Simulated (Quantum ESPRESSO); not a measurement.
Input of a Quantum ESPRESSO 7.5 run:

File pw.in:

```
&CONTROL
  calculation = 'scf'
  prefix = 'pwscf'
  outdir = './tmp'
  pseudo_dir = './pseudo'
  tprnfor = .true.
  tstress = .true.
  disk_io = 'low'
/
&SYSTEM
  ibrav = 0
  nat = 2
  ntyp = 2
  ecutwfc = 70
  nbnd = 9
  occupations = 'smearing'
  smearing = 'fd'
  degauss = 0.00367493
/
&ELECTRONS
  conv_thr = 4d-10
  electron_maxstep = 120
  mixing_beta = 0.5
/
ATOMIC_SPECIES
N     14.0070 N_ONCV_PBE-1.2.upf
B     10.8100 B_ONCV_PBE-1.2.upf
CELL_PARAMETERS angstrom
   0.0000000000    1.8130010000    1.8130010000
   1.8130010000    0.0000000000    1.8130010000
   1.8130010000    1.8130010000    0.0000000000
ATOMIC_POSITIONS crystal
N      0.2500000000    0.2500000000    0.2500000000
B      0.0000000000    0.0000000000    0.0000000000
K_POINTS automatic
13 13 13 0 0 0
```

The input bands.in:

```
&CONTROL
  calculation = 'bands'
  prefix = 'pwscf'
  outdir = './tmp'
  pseudo_dir = './pseudo'
  disk_io = 'low'
  verbosity = 'high'
/
&SYSTEM
  ibrav = 0
  nat = 2
  ntyp = 2
  ecutwfc = 70
  nbnd = 9
  occupations = 'smearing'
  smearing = 'fd'
  degauss = 0.00367493
/
&ELECTRONS
  conv_thr = 1d-08
  electron_maxstep = 120
  mixing_beta = 0.5
  diago_full_acc = .true.
/
ATOMIC_SPECIES
N     14.0070 N_ONCV_PBE-1.2.upf
B     10.8100 B_ONCV_PBE-1.2.upf
CELL_PARAMETERS angstrom
   0.0000000000    1.8130010000    1.8130010000
   1.8130010000    0.0000000000    1.8130010000
   1.8130010000    1.8130010000    0.0000000000
ATOMIC_POSITIONS crystal
N      0.2500000000    0.2500000000    0.2500000000
B      0.0000000000    0.0000000000    0.0000000000
K_POINTS crystal
60
 0.0000000000  0.0000000000  0.0000000000 1
 0.0625000000  0.0000000000  0.0625000000 1
 0.1250000000  0.0000000000  0.1250000000 1
 0.1875000000  0.0000000000  0.1875000000 1
 0.2500000000  0.0000000000  0.2500000000 1
 0.3125000000  0.0000000000  0.3125000000 1
 0.3750000000  0.0000000000  0.3750000000 1
 0.4375000000  0.0000000000  0.4375000000 1
 0.5000000000  0.0000000000  0.5000000000 1
 0.5000000000  0.0625000000  0.5625000000 1
 0.5000000000  0.1250000000  0.6250000000 1
 0.5000000000  0.1875000000  0.6875000000 1
 0.5000000000  0.2500000000  0.7500000000 1
 0.4375000000  0.3125000000  0.7500000000 1
 0.3750000000  0.3750000000  0.7500000000 1
 0.3375000000  0.3375000000  0.6750000000 1
 0.3000000000  0.3000000000  0.6000000000 1
 0.2625000000  0.2625000000  0.5250000000 1
 0.2250000000  0.2250000000  0.4500000000 1
 0.1875000000  0.1875000000  0.3750000000 1
 0.1500000000  0.1500000000  0.3000000000 1
 0.1125000000  0.1125000000  0.2250000000 1
 0.0750000000  0.0750000000  0.1500000000 1
 0.0375000000  0.0375000000  0.0750000000 1
 0.0000000000  0.0000000000  0.0000000000 1
 0.0625000000  0.0625000000  0.0625000000 1
 0.1250000000  0.1250000000  0.1250000000 1
 0.1875000000  0.1875000000  0.1875000000 1
 0.2500000000  0.2500000000  0.2500000000 1
 0.3125000000  0.3125000000  0.3125000000 1
 0.3750000000  0.3750000000  0.3750000000 1
 0.4375000000  0.4375000000  0.4375000000 1
 0.5000000000  0.5000000000  0.5000000000 1
 0.5250000000  0.4500000000  0.5250000000 1
 0.5500000000  0.4000000000  0.5500000000 1
 0.5750000000  0.3500000000  0.5750000000 1
 0.6000000000  0.3000000000  0.6000000000 1
 0.6250000000  0.2500000000  0.6250000000 1
 0.5833333333  0.2500000000  0.6666666667 1
 0.5416666667  0.2500000000  0.7083333333 1
 0.5000000000  0.2500000000  0.7500000000 1
 0.5000000000  0.2857142857  0.7142857143 1
 0.5000000000  0.3214285714  0.6785714286 1
 0.5000000000  0.3571428571  0.6428571429 1
 0.5000000000  0.3928571429  0.6071428571 1
 0.5000000000  0.4285714286  0.5714285714 1
 0.5000000000  0.4642857143  0.5357142857 1
 0.5000000000  0.5000000000  0.5000000000 1
 0.4821428571  0.4821428571  0.5357142857 1
 0.4642857143  0.4642857143  0.5714285714 1
 0.4464285714  0.4464285714  0.6071428571 1
 0.4285714286  0.4285714286  0.6428571429 1
 0.4107142857  0.4107142857  0.6785714286 1
 0.3928571429  0.3928571429  0.7142857143 1
 0.3750000000  0.3750000000  0.7500000000 1
 0.6250000000  0.2500000000  0.6250000000 1
 0.5937500000  0.1875000000  0.5937500000 1
 0.5625000000  0.1250000000  0.5625000000 1
 0.5312500000  0.0625000000  0.5312500000 1
 0.5000000000  0.0000000000  0.5000000000 1
```

Potentials or basis: SG15 PBE 1.2.

The run is started by

```sh
$ OMP_NUM_THREADS=1 pw.x -in pw.in > pw.out
$ OMP_NUM_THREADS=1 pw.x -in bands.in > bands.out
```

Task: Predict the band gap on the k mesh.

Result: 4.60 eV, indirect (least direct gap 8.76 eV).

Task: Predict the band gap along the path.

Result: 4.53 eV, indirect (least direct gap 8.76 eV).

Levels at the corners of the path, in eV from the valence-band top:
| point | band 1 | band 2 | band 3 | band 4 | band 5 | band 6 | band 7 | band 8 |
| --- | --- | --- | --- | --- | --- | --- | --- | --- |
| Γ | -20.09 | 0.00 | 0.00 | 0.00 | 8.76 | 8.76 | 8.76 | 10.23 |
| X | -14.56 | -8.84 | -4.88 | -4.88 | 4.53 | 9.28 | 17.70 | 17.70 |
| W | -14.25 | -7.54 | -6.89 | -6.45 | 9.62 | 13.19 | 14.50 | 14.52 |
| K | -14.47 | -8.07 | -7.59 | -4.06 | 6.96 | 12.84 | 15.66 | 16.48 |
| Γ | -20.09 | 0.00 | 0.00 | 0.00 | 8.76 | 8.76 | 8.76 | 10.23 |
| L | -15.91 | -10.60 | -1.94 | -1.94 | 10.08 | 10.68 | 10.68 | 15.15 |
| U | -14.47 | -8.07 | -7.59 | -4.06 | 6.96 | 12.84 | 15.66 | 16.48 |
| W | -14.25 | -7.54 | -6.89 | -6.45 | 9.62 | 13.19 | 14.50 | 14.52 |
| L | -15.91 | -10.60 | -1.94 | -1.94 | 10.08 | 10.68 | 10.68 | 15.15 |
| K | -14.47 | -8.07 | -7.59 | -4.06 | 6.96 | 12.84 | 15.66 | 16.48 |
| U | -14.47 | -8.07 | -7.59 | -4.06 | 6.96 | 12.84 | 15.66 | 16.48 |
| X | -14.56 | -8.84 | -4.88 | -4.88 | 4.53 | 9.28 | 17.70 | 17.70 |

**Experimental background.**

A printed reference work, monograph reports, for a bulk crystal of BN at 300 K: band gap 6.4 eV (indirect).

Against the measured gap of BN, 6.4 eV (indirect; 300 K; a printed reference work, monograph), the calculated 4.53 eV is off by -1.87 eV. The value is that of PBE, without temperature or zero-point motion. Semilocal functionals fall short of measured gaps as a rule. The cell is a database's relaxed one, not the measured one, which moves gaps too.
